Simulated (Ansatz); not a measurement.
Predict the output of the script below (the Ansatz DFT code, driven from Python).

Script `transition.py`:
```python
"""Enthalpies of two structures of Se under pressure."""

import ansatz
import numpy as np
from tabulate import tabulate


def diamond(first, a):
    return ansatz.Crystal.diamond(first, a=a)


def hcp(A, a):
    return (
        ansatz.Lattice.from_parameters(a, a, 1.633 * a, alpha=90, beta=90, gamma=120)
        .space_group(194)
        .atom(A, (1 / 3, 2 / 3, 0.25))
    )


def solve(name, crystal, pressure=0.0):
    calc = (
        crystal.calculation()
        .functional("PBE")
        .accuracy("medium")
        .mixing("anderson", ndim=12, beta=0.6)
        .scf(max_iterations=60, extra_bands=16)
        .basis(520)
        .kpoints(spacing=0.4)
        .occupations("fermi_dirac", width=0.01)
    )
    calc = calc.relax(force_tolerance=0.03, cell=True, pressure=pressure)
    return calc.run(threads=1, backend="cpu")


def volume_per_atom(outcome):
    return abs(np.linalg.det(outcome.lattice.cell_ang)) / len(outcome.lattice.sites)


def main() -> None:
    phases = {}
    phases["diamond"] = diamond("Se", 6.02)
    phases["hcp"] = hcp("Se", 3.1)

    # H = E + PV, with 1 eV per cubic angstrom equal to 160.2 GPa
    pressures = [0, 20, 40, 60]
    enthalpy, volume = {name: [] for name in phases}, {name: [] for name in phases}
    for p in pressures:
        for name, crystal in phases.items():
            o = solve(name, crystal, pressure=p)
            volume[name].append(volume_per_atom(o))
            enthalpy[name].append(o.report["energy_sigma0_ev"] / len(o.lattice.sites) + p * volume[name][-1] / 160.21766)
    gap = np.array(enthalpy["hcp"]) - np.array(enthalpy["diamond"])
    rows = [(p, va, vb, 1000 * d) for p, va, vb, d in zip(pressures, volume["diamond"], volume["hcp"], gap)]
    print(tabulate(rows, headers=["P (GPa)", "V diamond (A^3/atom)", "V hcp (A^3/atom)", "H(hcp) - H(diamond) (meV/atom)"], floatfmt=".4f", tablefmt="plain"))
    crossings = [p0 - g0 * (p1 - p0) / (g1 - g0) for p0, p1, g0, g1 in zip(pressures, pressures[1:], gap, gap[1:]) if g0 * g1 < 0]
    print("crossing near", [round(float(p), 1) for p in crossings], "GPa") if crossings else print("no crossing in this range")


if __name__ == "__main__":
    main()
```

```console
$ python transition.py
  P (GPa)    V diamond (A^3/atom)    V hcp (A^3/atom)    H(hcp) - H(diamond) (meV/atom)
        0                 31.7989             21.9008                         -127.8248
       20                 23.8633             17.6277                        -1071.1680
       40                 20.7670             15.3751                        -1794.2504
       60                 18.7023             14.0609                        -2273.9249
no crossing in this range
```

Notes:
- The settings weren't tested for convergence.
- At a fixed pressure a relaxation lowers the enthalpy F + PV, while F alone can rise.
- For the metals among these phases the mesh is modest: differences between phases can be off by up to 40 meV an atom.
- Only these two structures are compared, at zero temperature and with their symmetry kept; either may be hypothetical, and another phase may be lower than both. Differences under about 40 meV an atom lie within the error of mesh and functional.
- The cells are prototypes set up for this calculation and needn't exist.
- Run time: 58 s on 1 thread of Arm Neoverse V2, with other jobs on the host, peak memory 0.4 GiB.

(Lines on the test bed's own set-up are left out of the output.)
